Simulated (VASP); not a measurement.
Si, 2 atoms in the cell. The structure is cubic, space group Fd-3m (No. 227). The conventional cell has a = 5.402 Å, b = 5.402 Å, c = 5.402 Å, α = 90.00°, β = 90.00°, γ = 90.00°. Around Si (site symmetry -43m) lie 4 Si at 2.34 Å. 

```yaml
Program: VASP 6.6.1
Task: single point
Functional: LDA
Potentials_or_basis: VASP PAW LDA potentials, release 64 (Si)
Cutoff: 520 eV
k_mesh: 8 × 8 × 8
Occupations: gaussian, width 0.02 eV
Spin: no spin polarisation
Dipole_correction: no
Further_INCAR_settings: ALGO = Normal; EDIFF = 1e-06; NBANDS = 11
```

Potentials or basis: VASP PAW LDA potentials, release 64 (Si).

Command:

```sh
$ cat potpaw_LDA.64/Si/POTCAR > POTCAR
$ mpirun -np 1 vasp_std > vasp.out
```

Hardware: 1 thread of Intel(R) Xeon(R) Platinum 8559C (Emerald Rapids) (shared host).

Question: Estimate the wall time of this run.

Answer: Wall time 6.2 s on 1 thread of Intel(R) Xeon(R) Platinum 8559C (Emerald Rapids), on a shared host, peak memory 0.13 GiB. Counts: scf iterations 11, k points 29.
